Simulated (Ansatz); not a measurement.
Input and command of a calculation in Ansatz (plane waves; scalar-relativistic PAW potentials unless the input names others):

```yaml
crystal:
  lattice:
    - [0.0, 2.0208104482, 2.0208104482]
    - [2.0208104482, 0.0, 2.0208104482]
    - [2.0208104482, 2.0208104482, 0.0]
  atoms:
    - { symbol: Al, position: [0.0, 0.0, 0.0] }
kpoints:
  mp_grid: { grid: [18, 18, 18] }
hamiltonian:
  xc: lda
scf:
  occupations: { method: gaussian, width: 0.1 }
output:
  forces: true
  eigenvalues: true
  stress: true
```

```bash
ansatz run input.yaml --threads 4 --pin off --max-ram 8192MiB --backend cpu --events-out ev --progress --plain --runs-dir out
```

Abridged log:
```
Basis set: ecut = 420 eV, 331 PW (Γ)
Bands: 6, of which v1, the nominal top of the filled ones, is band 2 counted from 1 (1 counted from 0)
Symmetry: 48 space group operations
k-points: 195 of 5832
SCF iter   1: F=—  HF=-512.869682 eV  |F-HF|=—  |Δ(HF+E_count)|=         —  Δρ=3.35e-3  dr2=1.78e-3  ethr=1.77e-3  ⟨swp⟩=4.8  Hψ=10233  notcnv=0
SCF iter   2: F=—  HF=-512.869078 eV  |F-HF|=—  |Δ(HF+E_count)|=   6.04e-4  Δρ=1.51e-3  dr2=3.51e-4  ethr=5.95e-5  ⟨swp⟩=1.0  Hψ=2730  notcnv=0  defer=1
SCF iter   3: F=—  HF=-512.868940 eV  |F-HF|=—  |Δ(HF+E_count)|=   1.38e-4  Δρ=4.36e-5  dr2=1.49e-7  ethr=1.17e-5  ⟨swp⟩=1.9  Hψ=1321  notcnv=0  defer=1
SCF iter   4: F=—  HF=-512.868940 eV  |F-HF|=—  |Δ(HF+E_count)|=   1.84e-7  Δρ=4.78e-6  dr2=2.39e-9  ethr=4.97e-9  ⟨swp⟩=1.2  Hψ=1128  notcnv=0  defer=1
SCF iter   5: F=-512.868940 eV  HF=-512.868940 eV  |F-HF|=3.41e-13  |Δ(HF+E_count)|=  1.60e-10  Δρ=1.46e-7  dr2=1.66e-12  ethr=7.97e-11  ⟨swp⟩=2.0  Hψ=1366  notcnv=0  defer=1
SCF iter   6: F=-512.868940 eV  HF=-512.868940 eV  |F-HF|=0.00e0  |Δ(HF+E_count)|=  6.82e-13  Δρ=1.80e-8  dr2=3.46e-14  ethr=1.00e-12  ⟨swp⟩=2.5  Hψ=3943  notcnv=0
SCF 1 converged in 6 iterations: F = -512.868940 eV  dr2 = 3.46e-14
SCF converged after 6 iterations
Free energy (F): -512.868940 eV
Harris-Foulkes:  -512.868940 eV  (|F-HF|=0.00e0)
Internal energy: -512.866245 eV  (E = F + TS)
E sigma→0 (E₀):  -512.867593 eV
Entropy (-TS):   -0.002696 eV (-2.696 meV/atom)
Fermi energy:    7.721314 eV
--- Forces (eV/Å), atoms counted from 1 ---
  atom   1  Al     0.00000000     0.00000000     0.00000000
--- Stress (GPa, compression-positive) ---
       -3.243049       0.000000       0.000000
        0.000000      -3.243049       0.000000
        0.000000       0.000000      -3.243049
  P = ⅓ Tr σ = -3.2430 GPa (-32.430 kbar)
```

Apart from outputs, empty bands and the relaxation, which only the reference makes, the input differs from a reference run on usual settings in hamiltonian.xc: "pbe" → "lda"; basis.ecutwfc: 420 → not typed. The reference, at the same geometry, ended its own course with pressure -0.01 GPa, largest force 0.000 eV/Å, no gap on the mesh. This run converged in 6 SCF iterations with a total energy on another zero, pressure -3.24 GPa, largest force 0.000 eV/Å, no gap on the mesh.

The run took 0.32 s on 4 threads of Intel(R) Xeon(R) 6975P-C (Granite Rapids), with other jobs on the host, peak memory 0.32 GiB.